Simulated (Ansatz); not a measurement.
A trial form of Hf₅C₃

These are results of DFT PBE, scalar-relativistic, plane waves, PAW (Ansatz), not measurements. Cutoff 420 eV, Gaussian smearing, Γ-centred meshes. Cell and atoms relax first on a coarse mesh, the cell is then made exact in the group found at 0.06 to 0.08 Å, and last on a converged mesh; the steps can't lower the symmetry of their start. No spin polarisation.

The guess for Hf₅C₃ was made by a generator: random cell by space group and Wyckoff sites (Immm, No. 71). Its size is a rough estimate.

```cif
data_structure
_symmetry_space_group_name_H-M 'Immm'
_symmetry_Int_Tables_number 71
_cell_length_a 5.2026
_cell_length_b 6.5734
_cell_length_c 9.4458
_cell_angle_alpha 90.000
_cell_angle_beta 90.000
_cell_angle_gamma 90.000
_cell_volume 323.04
loop_
_atom_site_label
_atom_site_type_symbol
_atom_site_symmetry_multiplicity
_atom_site_Wyckoff_symbol
_atom_site_fract_x
_atom_site_fract_y
_atom_site_fract_z
_atom_site_occupancy
Hf1 Hf 8 l 0.50000 0.78661 0.80298 1
Hf2 Hf 2 d 0.00000 0.50000 0.00000 1
C1 C 4 j 0.00000 0.50000 0.74638 1
C2 C 2 b 0.50000 0.00000 0.00000 1
```

Formation energies are uncorrected and refer to the elements' standard structures at the same level.

Problem. Which structure results?

Solution. The symmetry stays Immm (No. 71). The volume per atom shrinks by 19.9 %, from 20.2 to 16.2 Å³. The shortest distance goes from 1.48 Å (Hf–C) to 2.30 Å (Hf–C). Conventional cell: a = 3.627 Å, b = 5.982 Å, c = 11.925 Å. Hf on a site of symmetry m has 4 C at 2.30–2.42 Å and 6 Hf at 2.95–3.04 Å; around Hf on a site of symmetry mmm lie 2 C at 2.31 Å and 8 Hf at 2.95 Å; C on a site of symmetry mm2 has 7 Hf at 2.31–2.42 Å; C on a site of symmetry mmm is surrounded by 4 Hf at 2.30 Å.

```cif
data_structure
_symmetry_space_group_name_H-M 'Immm'
_symmetry_Int_Tables_number 71
_cell_length_a 3.6274
_cell_length_b 5.9819
_cell_length_c 11.9254
_cell_angle_alpha 90.000
_cell_angle_beta 90.000
_cell_angle_gamma 90.000
_cell_volume 258.77
loop_
_atom_site_label
_atom_site_type_symbol
_atom_site_symmetry_multiplicity
_atom_site_Wyckoff_symbol
_atom_site_fract_x
_atom_site_fract_y
_atom_site_fract_z
_atom_site_occupancy
Hf1 Hf 8 l 0.50000 0.75217 0.85212 1
Hf2 Hf 2 d 0.00000 0.50000 0.00000 1
C1 C 4 j 0.00000 0.50000 0.80621 1
C2 C 2 b 0.50000 0.00000 0.00000 1
```

Problem. Give its energy and gap.

Solution. The formation energy is −0.01 eV/atom and the gap on the 10×10×10 mesh of the 8-atom cell is 0 eV (a metal).

The formation energy is too near zero to say whether this cell lies below the elements.

The last run used Gaussian smearing of 0.10 eV. The k mesh leaves some 4 meV/atom of noise in the energy of each metallic cell. Spin–orbit coupling, which can matter for Hf, is left out. The reference form of C is held partly by dispersion forces, which this level lacks. A structure relaxed within its symmetry needn't be a true minimum.
